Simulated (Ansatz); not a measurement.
**Pt (Fm-3m)**

All numbers below come from Ansatz 0.2.0, DFT PBEsol, scalar-relativistic, plane waves, PAW.

Plane waves to 420 eV, a k mesh through Γ of 18×18×18 on the computed 1-atom cell and Gaussian smearing (0.10 eV); no spin polarisation.

The structure is relaxed at this level of theory with its symmetry kept.

```
CELL_PARAMETERS angstrom
0.00000 1.95904 1.95904
1.95904 0.00000 1.95904
1.95904 1.95904 0.00000
ATOMIC_POSITIONS crystal
Pt 0.00000 0.00000 0.00000
```

Question: Formation energy from the elements' standard states (uncorrected)?

Answer: +0.005 eV/atom.

Question: Density of states at the Fermi level?

Answer: 2.09 states/eV per cell.

Question: Löwdin character within 0.5 eV of the Fermi level?

Answer: Pt 5d 96 %.

Question: Bulk modulus?

Answer: 287 GPa.

Question: Its pressure derivative?

Answer: 5.3.

Question: Bader charges (e)?

Answer: Pt (1 in the cell) 0.00.

Spin-orbit coupling is left out, which matters for the bands of heavy elements.